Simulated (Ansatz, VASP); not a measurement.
Two plane-wave programs on LiH

```
Li H
1.0
     3.09336    0.00000    0.00000
    -1.54668    2.81963    0.00000
     0.00000    0.00000    4.06844
Li H
2 2
Direct
  0.33672 0.67344 0.93750
  0.66328 0.32656 0.43750
  0.33716 0.67432 0.43750
  0.66284 0.32568 0.93750
```

Change from the starting cell: uniaxial_x strain -5.0%.

Alike in both runs: task single point; functional r2SCAN; k mesh 12 × 12 × 6; no spin polarisation.

```csv
,VASP,Ansatz
version,VASP 6.6.1,Ansatz 0.2.0
potentials or method,"VASP PAW PBE potentials, release 64 (Li_sv, H)","plane waves, PAW"
plane-wave cutoff (eV),520,500
occupations,"gaussian, width 0.01 eV",fixed
valence electrons in the cell,8,8
```

```tsv
	VASP	Ansatz	Ansatz less VASP
gap on the k mesh at the Fermi level (eV)	2.42	2.47	+0.048
rms of the force components (eV/Å)	0.010	0.001	-0.0092
```

Atom by atom the forces differ by 0.009 eV/Å (rms over components).

Caveats: the PAW data sets were made with another functional, which shifts forces and pressure a little (VASP). A k mesh can miss the band edges.
